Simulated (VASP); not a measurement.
A convergence study with VASP on Li₂O (antifluorite): one setting is varied, all else stays as given below, so the limit is that of these other settings.

```yaml
crystal:
  lattice:
    - [0.00000, 2.31000, 2.31000]
    - [2.31000, 0.00000, 2.31000]
    - [2.31000, 2.31000, 0.00000]
  atoms:
    - { symbol: Li, position: [0.25000, 0.25000, 0.25000] }
    - { symbol: Li, position: [0.75000, 0.75000, 0.75000] }
    - { symbol: O, position: [0.00000, 0.00000, 0.00000] }
```

The numbers are results of PBE GGA, VASP's PBE PAW potentials (set 64) (plane waves; VASP), not measurements. The tightest run used: 700 eV cut-off, 16×16×16 Γ-centred mesh, Gaussian smearing of 0.010 eV, potentials Li_sv O.

```tsv
setting	mean ε∞	highest Γ mode (cm⁻¹)	irreducible k-points
4×4×4 mesh	2.97	528.7	8
6×6×6 mesh	2.93	530.3	16
8×8×8 mesh	2.92	526.3	29
```

Q: These are the cheaper rows. Estimate the results at 16×16×16 mesh, and how far the last row shown lies from them.

A: 
```
quantity               tightest run  last row shown is off by
---------------------  ------------  ------------------------
mean ε∞                        2.92                      0.00
highest Γ mode (cm⁻¹)         524.9                       1.4
```

Left out are rungs that failed or repeat a setting and relaxations that didn't move; long series are thinned to 24 rows.

The compound is Li2O in the antifluorite structure. The cell was not relaxed at this level.
